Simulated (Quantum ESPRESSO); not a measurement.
Runs of Quantum ESPRESSO 7.5 on BP. Symmetry: F-43m, No. 216, cubic system. The conventional cell has a = 4.538 Å, b = 4.538 Å, c = 4.538 Å, α = 90.00°, β = 90.00°, γ = 90.00°. P (site symmetry -43m) is surrounded by 4 B at 1.97 Å. B (site symmetry -43m) has 4 P at 1.97 Å as nearest neighbours. 

```tsv
cell	gap on the mesh (eV)
volume scaled by 1.08	1.46
volume scaled by 1.04	(b)
volume scaled by 0.88	1.08
volume scaled by 0.92	1.18
as given	1.35
volume scaled by 0.96	(a)
```

Alike in all rows: task single point; level PBE; potentials or basis PseudoDojo 0.4.1 SR PBE standard; no spin polarisation; k mesh 6 × 6 × 6; cutoff (eV) 1034; smearing fixed.

Q: Estimate the missing entries.

A: (a) 1.27; (b) 1.42.

A k mesh can miss the band edges.
